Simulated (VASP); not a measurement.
# VASP 6.6.1 run: LiH

INCAR

```
IBRION = -1
SIGMA = 0.02
NSW = 0
GGA = PE
LWAVE = .FALSE.
EDIFF = 1E-7
ENCUT = 520
LREAL = .FALSE.
PREC = Accurate
ISIF = 2
NBANDS = 9
LCHARG = .FALSE.
NELM = 63
LASPH = .TRUE.
ISMEAR = -1
```

KPOINTS

```
KPOINTS created by Atomic Simulation Environment
0
Gamma
10 10 10
0 0 0
```

POSCAR

```
Li H
 1.0000000000000000
    -0.0058000000000000    2.0007000000000001    1.9775000000000000
     1.9821000000000000   -0.0027000000000000    1.9743999999999999
     1.9604999999999999    1.9760000000000000    0.0189000000000000
 Li  H
   1   1
Cartesian
  0.0328203700000000  1.9789099900000000  1.9714390999999998
  1.9683059399999998  2.0019348499999996  1.9876456500000002
```

The recommended PBE PAW datasets give the neutral cell 4 valence electrons.

Command

```
mpirun -np 1 vasp_std
```

OSZICAR

```
N       E                     dE             d eps       ncg     rms          rms(c)
DAV:   1    -0.140077071886E+01   -0.14008E+01   -0.14726E+03  9208   0.404E+02
DAV:   2    -0.629656578413E+01   -0.48958E+01   -0.48480E+01 12718   0.560E+01
DAV:   3    -0.636647618989E+01   -0.69910E-01   -0.69883E-01 11191   0.562E+00
DAV:   4    -0.636678094890E+01   -0.30476E-03   -0.30472E-03 12521   0.324E-01
DAV:   5    -0.636678236955E+01   -0.14206E-05   -0.14206E-05 11128   0.151E-02    0.290E+00
DAV:   6    -0.618213952418E+01    0.18464E+00   -0.14603E-01 10033   0.120E+00    0.146E+00
DAV:   7    -0.611936588543E+01    0.62774E-01   -0.19292E-01 10536   0.156E+00    0.222E-01
DAV:   8    -0.612109700546E+01   -0.17311E-02   -0.41808E-03 10886   0.424E-01    0.443E-02
DAV:   9    -0.612105737937E+01    0.39626E-04   -0.15911E-04 12103   0.505E-02    0.613E-03
DAV:  10    -0.612105716764E+01    0.21172E-06   -0.60146E-06 10574   0.177E-02    0.228E-03
DAV:  11    -0.612105713016E+01    0.37484E-07   -0.17659E-07 13088   0.183E-03
   1 F= -.61210571E+01 E0= -.61210571E+01  d E =-.305270E-15
```

Standard output (part)

```
POSCAR found type information on POSCAR LiH
 POSCAR found :  2 types and       2 ions
 LDA part: xc-table for (Slater+PW92), standard interpolation
 POSCAR, INCAR and KPOINTS ok, starting setup
 WAVECAR not read
 entering main loop
```

From OUTCAR

```
k-points           NKPTS =    504   k-points in BZ     NKDIM =    504   number of bands    NBANDS=      9

   NELECT =       4.0000    total number of electrons

   dimension x,y,z NGX =    24 NGY =   24 NGZ =   24
   dimension x,y,z NGXF=    48 NGYF=   48 NGZF=   48

  energy-cutoff  :      520.00
  volume of cell :       15.45
      direct lattice vectors                 reciprocal lattice vectors
    -0.005800000  2.000700000  1.977500000    -0.252561046  0.248151568  0.253885362
     1.982100000 -0.002700000  1.974400000     0.250506447 -0.250977173  0.254656368
     1.960500000  1.976000000  0.018900000     0.256060351  0.254476478 -0.256710968

 k-points in reciprocal lattice and weights: KPOINTS created by Atomic Simulation Env
   0.00000000  0.00000000  0.00000000       0.001
   0.10000000  0.00000000 -0.00000000       0.002
   0.20000000  0.00000000 -0.00000000       0.002
   0.30000000  0.00000000  0.00000000       0.002
   0.40000000  0.00000000 -0.00000000       0.002
   0.50000000  0.00000000 -0.00000000       0.001
   0.00000000  0.10000000  0.00000000       0.002
   0.10000000  0.10000000  0.00000000       0.002
   ...

 E-fermi :   0.9133

 k-point     1 :       0.0000    0.0000    0.0000
  band No.  band energies     occupation
      1     -43.9652      2.00000
      2      -5.3013      2.00000
      3      16.8194      0.00000
      4      18.4612      0.00000
      5      18.5368      0.00000
      6      18.9310      0.00000
      7      23.1134      0.00000
      8      23.2748      0.00000
      9      23.8225      0.00000

 k-point     2 :       0.1000    0.0000   -0.0000
  band No.  band energies     occupation
      1     -43.9603      2.00000
      2      -5.1251      2.00000
      3      15.1459      0.00000
      4      17.6222      0.00000
      5      18.1313      0.00000
      6      18.4932      0.00000
      7      22.8740      0.00000
      8      24.0994      0.00000
      9      24.5978      0.00000

 k-point     3 :       0.2000    0.0000   -0.0000
  band No.  band energies     occupation
      1     -43.9470      2.00000
      2      -4.6095      2.00000
      3      11.7582      0.00000
      4      16.4153      0.00000
      5      17.5362      0.00000
      6      17.8117      0.00000
      7      23.7659      0.00000
      8      24.0455      0.00000
      9      24.2393      0.00000

 k-point     4 :       0.3000    0.0000    0.0000
  band No.  band energies     occupation
      1     -43.9306      2.00000
      2      -3.8169      2.00000
      3       8.5601      0.00000
      4      15.3719      0.00000
      5      17.2048      0.00000
      6      17.3657      0.00000
      7      21.9649      0.00000
      8      22.1186      0.00000
      9      25.3931      0.00000

 k-point     5 :       0.4000    0.0000   -0.0000
  band No.  band energies     occupation
      1     -43.9174      2.00000
      2      -2.9483      2.00000
      3       6.1813      0.00000
      4      14.6825      0.00000
      5      17.1971      0.00000
      6      17.2543      0.00000
      7      20.4865      0.00000
      8      20.5466      0.00000
      9      27.2979      0.00000

 ...

  Total        0.1461831      0.0843742      0.1618153      0.0675661     -0.0536216     -0.0381451
  in kB       15.1616446      8.7510265     16.7829679      7.0077365     -5.5614655     -3.9562903
  external PRESSURE =      13.5652130 kB  Pullay stress =       0.0000000 kB

 POSITION                                       TOTAL-FORCE (eV/Angst)
 -----------------------------------------------------------------------------------
      0.03282      1.97891      1.97144        -0.050392      0.041457      0.011456
      1.96831      2.00193      1.98765         0.050392     -0.041457     -0.011456
 -----------------------------------------------------------------------------------
    total drift:                               -0.000102      0.000223      0.000216

  FREE ENERGIE OF THE ION-ELECTRON SYSTEM (eV)
  ---------------------------------------------------
  free  energy   TOTEN  =        -6.1210571302 eV

  energy  without entropy=       -6.1210571302  energy(sigma->0) =       -6.12105713
```

It converged. Results: gap between bands v and c on the k mesh 2.83 eV; least direct gap on the k mesh 2.93 eV; pressure 1.4 GPa; largest force 0.07 eV/Å. Band v is the last that the valence electrons fill when counted band by band, and c is the next.

For comparison, a separate PBEsol run of the intended cell, on usual settings and not on those above, gives a gap of 2.60 eV on its mesh and a pressure of 0.6 GPa.

The run above took about 19 s on one core of a shared host (Intel Xeon 6975P-C) and held 0.18 GiB at most.
